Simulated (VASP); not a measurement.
# Au (Fm-3m) in VASP: further runs, part 2 of 2

VASP 6.6.1. The steps go on from the part before.

## Step 3: Band structure, r2SCAN

Contents of INCAR:

```
PREC = Accurate
ENCUT = 520
EDIFF = 1E-6
ISMEAR = 1
SIGMA = 0.1
LREAL = F
LASPH = T
NELM = 80
ALGO = Normal
ISIF = 2
LWAVE = F
LCHARG = F
LMAXMIX = 4
METAGGA = R2SCAN
LMIXTAU = T
```

Contents of KPOINTS:

```
regular mesh
0
Gamma
  16 16 16
```

Contents of POSCAR:

```
Au                                      
1.0
    0.0000000000      2.0408538050      2.0408538050
    2.0408538050      0.0000000000      2.0408538050
    2.0408538050      2.0408538050      0.0000000000
  Au            
     1
Direct
     0.0000000000000000    0.0000000000000000    0.0000000000000000
```

KPOINTS_OPT is that of step 2.

Potentials or basis: VASP PAW PBE potentials, release 64 (Au).

On the command line:

```sh
$ cat potpaw_PBE.64/Au/POTCAR > POTCAR
$ mpirun -np 1 vasp_std > vasp.out
```

OUTCAR:

```text
PREC = Accurate
   ENCUT = 520
   EDIFF = 1E-6
   ISMEAR = 1
   LREAL = F
   LASPH = T
   NELM = 80
   ISIF = 2
   METAGGA = R2SCAN

 ion  position               nearest neighbor table
   1  0.000  0.000  0.000-

  LATTYP: Found a face centered cubic cell.
 ALAT       =     4.0817076100

  Lattice vectors:

 A1 = (   0.0000000000,   2.0408538050,   2.0408538050)
 A2 = (   2.0408538050,   0.0000000000,   2.0408538050)
 A3 = (   2.0408538050,   2.0408538050,   0.0000000000)

Analysis of symmetry for initial positions (statically):
=====================================================================
 Subroutine PRICEL returns:
 Original cell was already a primitive cell.

 Routine SETGRP: Setting up the symmetry group for a
 face centered cubic supercell.

 Subroutine GETGRP returns: Found 48 space group operations
 (whereof 48 operations were pure point group operations)
 out of a pool of 48 trial point group operations.

The static configuration has the point symmetry O_h .

Analysis of symmetry for dynamics (positions and initial velocities):
=====================================================================
 Subroutine PRICEL returns:
 Original cell was already a primitive cell.

 Routine SETGRP: Setting up the symmetry group for a
 face centered cubic supercell.

 Subroutine GETGRP returns: Found 48 space group operations
 (whereof 48 operations were pure point group operations)
 out of a pool of 48 trial point group operations.

The dynamic configuration has the point symmetry O_h .

 Subroutine INISYM returns: Found 48 space group operations
 (whereof 48 operations are pure point group operations),
 and found     1 'primitive' translations

----------------------------------------------------------------------------------------

                                     Primitive cell

  volume of cell :      17.0007

  direct lattice vectors                    reciprocal lattice vectors
     0.000000000  2.040853805  2.040853805    -0.244995501  0.244995501  0.244995501
     2.040853805  0.000000000  2.040853805     0.244995501 -0.244995501  0.244995501
     2.040853805  2.040853805  0.000000000     0.244995501  0.244995501 -0.244995501

  length of vectors
     2.886203130  2.886203130  2.886203130     0.424344655  0.424344655  0.424344655

  position of ions in fractional coordinates (direct lattice)
     0.000000000  0.000000000  0.000000000

  ion indices of the primitive-cell ions
   primitive index   ion index
                 1           1

----------------------------------------------------------------------------------------

 KPOINTS: regular mesh

Automatic generation of k-mesh.
 Grid dimensions read from file:
 generate k-points for:   16   16   16

 Generating k-lattice:

  Cartesian coordinates                     Fractional coordinates (reciprocal lattice)
    -0.015312219  0.015312219  0.015312219     0.062500000  0.000000000  0.000000000
     0.015312219 -0.015312219  0.015312219     0.000000000  0.062500000  0.000000000
     0.015312219  0.015312219 -0.015312219     0.000000000  0.000000000  0.062500000

  Length of vectors
     0.026521541  0.026521541  0.026521541

  Shift w.r.t. Gamma in fractional coordinates (k-lattice)
     0.000000000  0.000000000  0.000000000

 Subroutine IBZKPT returns following result:
 ===========================================

 Found    145 irreducible k-points:

 Following reciprocal coordinates:
            Coordinates               Weight
  0.000000  0.000000  0.000000      1.000000
  0.062500  0.000000  0.000000      8.000000
  0.125000  0.000000  0.000000      8.000000
  0.187500  0.000000  0.000000      8.000000
  0.250000  0.000000  0.000000      8.000000
  0.312500  0.000000  0.000000      8.000000
[... 16 lines left out ...]
 -0.125000  0.062500  0.000000     24.000000
 -0.062500  0.062500  0.000000     12.000000
 [... further k-points ...]
   k-points           NKPTS =    145   k-points in BZ     NKDIM =    145   number of bands    NBANDS=      9
   number of dos      NEDOS =    301   number of ions     NIONS =      1
   total plane-waves  NPLWV =  13824
   dimension x,y,z NGX =    24 NGY =   24 NGZ =   24
   dimension x,y,z NGXF=    48 NGYF=   48 NGZF=   48
   ions per type =               1
   NGX,Y,Z   is equivalent  to a cutoff of  13.82, 13.82, 13.82 a.u.
   NGXF,Y,Z  is equivalent  to a cutoff of  27.65, 27.65, 27.65 a.u.
 SYSTEM =  unknown system
   PREC   = accura    normal or accurate (medium, high low for compatibility)
   ISTART =      0    job   : 0-new  1-cont  2-samecut
   ICHARG =      2    charge: 1-file 2-atom 10-const
   ISPIN  =      1    spin polarized calculation?
   LNONCOLLINEAR =      F non collinear calculations
   LSORBIT =      F    spin-orbit coupling
   LASPH  =      T    aspherical Exc in radial PAW
   ENCUT  =  520.0 eV  38.22 Ry    6.18 a.u.   5.37  5.37  5.37*2*pi/ulx,y,z
   NELM   =     80;   NELMIN=  2; NELMDL= -5     # of ELM steps
   EDIFF  = 0.1E-05   stopping-criterion for ELM
   LREAL  =      F    real-space projection
   EDIFFG = 0.1E-04   stopping-criterion for IOM
   NSW    =      0    number of steps for IOM
   IBRION =     -1    ionic relax: 0-MD 1-quasi-New 2-CG
   NFREE  =      0    steps in history (QN), initial steepest desc. (CG)
   ISIF   =      2    stress and relaxation
   ISYM   =      2    0-nonsym 1-usesym 2-fastsym
   POTIM  = 0.5000    time-step for ionic-motion
   TEBEG  =    0.0;   TEEND  =   0.0 temperature during run
   PSTRESS=    0.0 pullay stress
   NELECT =      11.0000    total number of electrons
   NUPDOWN=      -1.0000    fix difference up-down
   EMIN   =  10.00;   EMAX   =-10.00  energy-range for DOS
   EFERMI =   0.00;   METHOD = LEGACY
   ISMEAR =     1;   SIGMA  =   0.10  broadening in eV -4-tet -1-fermi 0-gaus
   EFERMI_NEDOS =   21; number of points for ismear=-14 and -15
   IALGO  =     38    algorithm
   IMIX   =      4    mixing-type and parameters
     AMIX     =   0.40;   BMIX     =  1.00
     AMIX_MAG =   1.60;   BMIX_MAG =  1.00
  volume/ion in A,a.u.               =      17.00       114.73
  Fermi-wavevector in a.u.,A,eV,Ry     =   1.415958  2.675773 27.278841  2.004938
  Thomas-Fermi vector in A             =   2.537343
   LORBIT       =      0    0 simple, 1 ext, 2 COOP (PROOUT), +10 PAW based schemes
   METAGGA = R2SCAN    functional components
   LHFCALC =     F    Hartree Fock is set to
   AEXX    =    0.0000 exact exchange contribution
   IVDW    =     0    specifies the selected vdW correction
   LEPSILON=     F    determine dielectric tensor
   LRPA    =     F    only Hartree local field effects (RPA)
 non-spin polarized calculation
 Methfessel and Paxton  Order N= 1 SIGMA  =   0.10
  energy-cutoff  :      520.00
  volume of cell :       17.00
 maximum number of plane-waves:       474
 NGX is ok and might be reduce to    24
   NGX = 11   NGY = 11   NGZ = 11

 number of electron      11.0000000 magnetization

 Free energy of the ion-electron system (eV)
  ---------------------------------------------------
  ext. energy  EPLUGINS =         0.00000000
  ---------------------------------------------------
  free energy    TOTEN  =       -50.58541635 eV

  energy without entropy =      -50.58526274  energy(sigma->0) =      -50.58536515

 E-fermi :   9.3379     XC(G=0): -13.6479

 val. band max:        9.3369162975   @ k =   0.5000   0.3125   0.1250
 cond. band min:       9.3450719123   @ k =   0.4375   0.4375   0.0000
 fundamental gap:      0.0081556148
 Fermi energy:         9.3378820290

 k-point     1 :       0.0000    0.0000    0.0000
  band No.  band energies     occupation
      1      -0.7565      2.00000
      2       4.4046      2.00000
      3       4.4046      2.00000
      4       4.4046      2.00000
      5       5.9452      2.00000
      6       5.9452      2.00000
      7      24.6825      0.00000
      8      28.7964      0.00000
      9      28.7964      0.00000
[... 265 lines left out ...]
 k-point    24 :      -0.0625    0.0625    0.0000
  band No.  band energies     occupation
      1      -0.3824      2.00000
      2       4.2712      2.00000
      3       4.5206      2.00000
      4       4.5576      2.00000
      5       5.8179      2.00000
      6       5.9725      2.00000
      7      25.0855      0.00000
      8      27.0401      0.00000
      9      28.5489      0.00000

 [... further k-points ...]

------------------------ aborting loop because EDIFF is reached ----------------------------------------

  FORCE on cell =-STRESS in cart. coord.  units (eV):
  Direction    XX          YY          ZZ          XY          YZ          ZX
  --------------------------------------------------------------------------------------
  -------------------------------------------------------------------------------------
  Total        0.5905161      0.5905161      0.5905161      0.0000000      0.0000000      0.0000000
  in kB       55.6514669     55.6514669     55.6514669      0.0000000      0.0000000      0.0000000
  external PRESSURE =      55.6514669 kB  Pullay stress =       0.0000000 kB

 VOLUME and BASIS-vectors are now :
 -----------------------------------------------------------------------------
  energy-cutoff  :      520.00
  volume of cell :       17.00
      direct lattice vectors                 reciprocal lattice vectors
     0.000000000  2.040853805  2.040853805    -0.244995501  0.244995501  0.244995501
     2.040853805  0.000000000  2.040853805     0.244995501 -0.244995501  0.244995501
     2.040853805  2.040853805  0.000000000     0.244995501  0.244995501 -0.244995501

 POSITION                                       TOTAL-FORCE (eV/Angst)
 -----------------------------------------------------------------------------------
      0.00000      0.00000      0.00000         0.000000      0.000000      0.000000
 -----------------------------------------------------------------------------------
    total drift:                               -0.000000     -0.000000      0.000000

  FREE ENERGIE OF THE ION-ELECTRON SYSTEM (eV)
  ---------------------------------------------------
  free  energy   TOTEN  =       -50.5854163526 eV

  energy  without entropy=      -50.5852627424  energy(sigma->0) =      -50.58536515
```

Wall time 1.7 min (1 thread of AMD EPYC 9R45 (Zen 5), shared host); peak memory 0.14 GiB.

Results:

```
Free energy             : -50.5854 eV
Pressure                : 5.6 GPa
Band gap along the path : none (metal or under the smearing width)
```

Levels at the corners of the path, in eV from the Fermi level:
| point | band 3 | band 4 | band 5 | band 6 | band 7 | band 8 |
| --- | --- | --- | --- | --- | --- | --- |
| Γ | -4.93 | -4.93 | -3.39 | -3.39 | 15.34 | 19.46 |
| X | -2.20 | -1.80 | -1.80 | 1.21 | 6.06 | 10.56 |
| X | -2.20 | -1.80 | -1.80 | 1.21 | 6.06 | 10.56 |
| W | -5.39 | -3.53 | -1.79 | 4.99 | 6.65 | 6.65 |
| W | -5.39 | -3.53 | -1.79 | 4.99 | 6.65 | 6.65 |
| K | -4.01 | -3.09 | -2.26 | 4.10 | 4.94 | 7.85 |
| K | -4.01 | -3.09 | -2.26 | 4.10 | 4.94 | 7.85 |
| Γ | -4.93 | -4.93 | -3.39 | -3.39 | 15.34 | 19.46 |
| Γ | -4.93 | -4.93 | -3.39 | -3.39 | 15.34 | 19.46 |
| L | -4.98 | -2.14 | -2.14 | -0.79 | 3.22 | 14.83 |
| L | -4.98 | -2.14 | -2.14 | -0.79 | 3.22 | 14.83 |
| U | -4.01 | -3.09 | -2.26 | 4.10 | 4.94 | 7.85 |
| U | -4.01 | -3.09 | -2.26 | 4.10 | 4.94 | 7.85 |
| W | -5.39 | -3.53 | -1.79 | 4.99 | 6.65 | 6.65 |
| W | -5.39 | -3.53 | -1.79 | 4.99 | 6.65 | 6.65 |
| L | -4.98 | -2.14 | -2.14 | -0.79 | 3.22 | 14.83 |
| L | -4.98 | -2.14 | -2.14 | -0.79 | 3.22 | 14.83 |
| K | -4.01 | -3.09 | -2.26 | 4.10 | 4.94 | 7.85 |
| U | -4.01 | -3.09 | -2.26 | 4.10 | 4.94 | 7.85 |
| X | -2.20 | -1.80 | -1.80 | 1.21 | 6.06 | 10.56 |

Caveat: the PAW data sets were made with another functional, which shifts forces and pressure a little; spin-orbit coupling is left out, which moves the levels of the heavy elements.

## Step 4: Band structure, PBE, spin-orbit coupling, no magnetisation

Edit INCAR of step 3 so:

```diff
@@ -12,4 +12,7 @@
 LCHARG = F
+MAGMOM = 0 0 0
+LORBIT = 11
+LSORBIT = T
+GGA_COMPAT = F
 LMAXMIX = 4
-METAGGA = R2SCAN
-LMIXTAU = T
+GGA = PE
```

Contents of KPOINTS:

```
regular mesh
0
Gamma
  8 8 8
```

POSCAR is that of step 3.

KPOINTS_OPT is that of step 3.

On the command line:

```sh
$ cat potpaw_PBE.64/Au/POTCAR > POTCAR
$ mpirun -np 1 vasp_ncl > vasp.out
```

Wall time 54 s (1 thread of AMD EPYC 9R45 (Zen 5), shared host); peak memory 0.17 GiB.

The run converged. Its results:

| Quantity | Value |
| --- | --- |
| Free energy | -3.4472 eV |
| Pressure | 8.7 GPa |
| Valence electrons inside the program's atomic spheres | Au 9.66 |

## Step 5: Density of states, PBE

POSCAR is that of step 4.

Contents of INCAR.step1:

```
PREC = Accurate
ENCUT = 520
EDIFF = 1E-6
ISMEAR = 1
SIGMA = 0.1
LREAL = F
LASPH = T
NELM = 80
ALGO = Normal
ISIF = 2
LWAVE = F
LCHARG = T
LMAXMIX = 4
GGA = PE
```

Contents of KPOINTS.step1:

```
regular mesh
0
Gamma
  16 16 16
```

Contents of INCAR.step2:

```
PREC = Accurate
ENCUT = 520
EDIFF = 1E-6
ISMEAR = -5
SIGMA = 0.1
LREAL = F
LASPH = T
NELM = 80
ALGO = Normal
ISIF = 2
LWAVE = F
LCHARG = F
LMAXMIX = 4
GGA = PE
LORBIT = 10
NEDOS = 2001
ICHARG = 11
```

Contents of KPOINTS.step2:

```
regular mesh
0
Gamma
  24 24 24
```

On the command line:

```sh
$ cat potpaw_PBE.64/Au/POTCAR > POTCAR
$ cp INCAR.step1 INCAR
$ cp KPOINTS.step1 KPOINTS
$ mpirun -np 1 vasp_std > vasp.out
$ cp INCAR.step2 INCAR
$ cp KPOINTS.step2 KPOINTS
$ mpirun -np 1 vasp_std > vasp.out
```

Run time: 26 s. Hardware: 1 thread of AMD EPYC 9R45 (Zen 5), shared host; peak memory 0.16 GiB.

Results (log left out):

| Quantity | Value |
| --- | --- |
| Valence electrons inside the program's atomic spheres | Au 9.66 |

Levels at points of the mesh, in eV from the Fermi level:
| k point | band 2 | band 3 | band 4 | band 5 | band 6 | band 7 | band 8 | band 9 |
| --- | --- | --- | --- | --- | --- | --- | --- | --- |
| (0.00, 0.00, 0.00) | -4.75 | -4.75 | -4.75 | -3.22 | -3.22 | 14.48 | 18.49 | 18.49 |
| (0.50, 0.00, 0.00) | -4.78 | -4.78 | -2.02 | -2.02 | -1.01 | 3.04 | 13.93 | 17.11 |
| (0.50, 0.50, 0.00) | -6.81 | -2.06 | -1.70 | -1.70 | 0.97 | 5.75 | 9.98 | 9.98 |

States per cell in windows of 0.5 eV (zero at the Fermi level; states under -8 eV left out):
| from (eV) | total | Au1_d | Au1_s | Au1_p |
| --- | --- | --- | --- | --- |
| -8.0 | 0.11 | 0.02 | 0.05 | 0.01 |
| -7.5 | 0.30 | 0.12 | 0.08 | 0.01 |
| -7.0 | 0.73 | 0.45 | 0.10 | 0.02 |
| -6.5 | 0.85 | 0.63 | 0.05 | 0.02 |
| -6.0 | 0.78 | 0.61 | 0.01 | 0.03 |
| -5.5 | 0.94 | 0.77 | 0.01 | 0.03 |
| -5.0 | 1.19 | 0.99 | 0.02 | 0.04 |
| -4.5 | 1.14 | 0.96 | 0.02 | 0.04 |
| -4.0 | 0.87 | 0.75 | 0.01 | 0.03 |
| -3.5 | 0.99 | 0.88 | 0.01 | 0.02 |
| -3.0 | 0.80 | 0.73 | 0.01 | 0.02 |
| -2.5 | 1.27 | 1.20 | 0.01 | 0.01 |
| -2.0 | 0.45 | 0.41 | 0.01 | 0.01 |
| -1.5 | 0.14 | 0.09 | 0.01 | 0.01 |
| -1.0 | 0.14 | 0.08 | 0.02 | 0.02 |
| -0.5 | 0.14 | 0.07 | 0.02 | 0.02 |
| 0.0 | 0.14 | 0.06 | 0.02 | 0.03 |
| 0.5 | 0.14 | 0.06 | 0.02 | 0.03 |
| 1.0 | 0.15 | 0.05 | 0.03 | 0.03 |
| 1.5 | 0.13 | 0.04 | 0.03 | 0.03 |
| 2.0 | 0.12 | 0.04 | 0.03 | 0.03 |
| 2.5 | 0.12 | 0.03 | 0.04 | 0.02 |
| 3.0 | 0.19 | 0.05 | 0.08 | 0.02 |
| 3.5 | 0.15 | 0.04 | 0.05 | 0.03 |
| 4.0 | 0.12 | 0.03 | 0.04 | 0.03 |
| 4.5 | 0.17 | 0.03 | 0.04 | 0.05 |
| 5.0 | 0.18 | 0.03 | 0.05 | 0.05 |
| 5.5 | 0.18 | 0.03 | 0.05 | 0.05 |
| 6.0 | 0.15 | 0.02 | 0.04 | 0.04 |
| 6.5 | 0.14 | 0.02 | 0.04 | 0.04 |
| 7.0 | 0.15 | 0.02 | 0.03 | 0.05 |
| 7.5 | 0.17 | 0.03 | 0.03 | 0.06 |

Caveat: tetrahedron occupations give inexact forces and stress in metals. The run has no spin-orbit coupling, so splittings on Au are missing.

## Step 6: The runs side by side

| task | level | potentials or basis | spin | k mesh | k mesh for the DOS | occupations for the DOS | pressure (GPa) |
| --- | --- | --- | --- | --- | --- | --- | --- |
| band structure | LDA | VASP PAW LDA potentials, release 64 (Au) | off | 16 × 16 × 16 | - | - | -4.1 |
| band structure | r2SCAN | VASP PAW PBE potentials, release 64 (Au) | off | 16 × 16 × 16 | - | - | 5.6 |
| band structure | PBE | VASP PAW PBE potentials, release 64 (Au) | SOC, no magnetisation | 8 × 8 × 8 | - | - | 8.7 |
| density of states | PBE | VASP PAW PBE potentials, release 64 (Au) | off | 16 × 16 × 16 | 24 × 24 × 24 | tetrahedron | - |

Alike in all rows: cell as given; cutoff (eV) 520; smearing methfessel-paxton 0.1 eV.

Caveats: spin-orbit coupling is left out, which moves the levels of the heavy elements (some runs); the PAW data sets were made with another functional, which shifts forces and pressure a little (some runs); tetrahedron occupations give inexact forces and stress in metals (some runs).

Absolute energies hang on the potentials; compare differences alone.
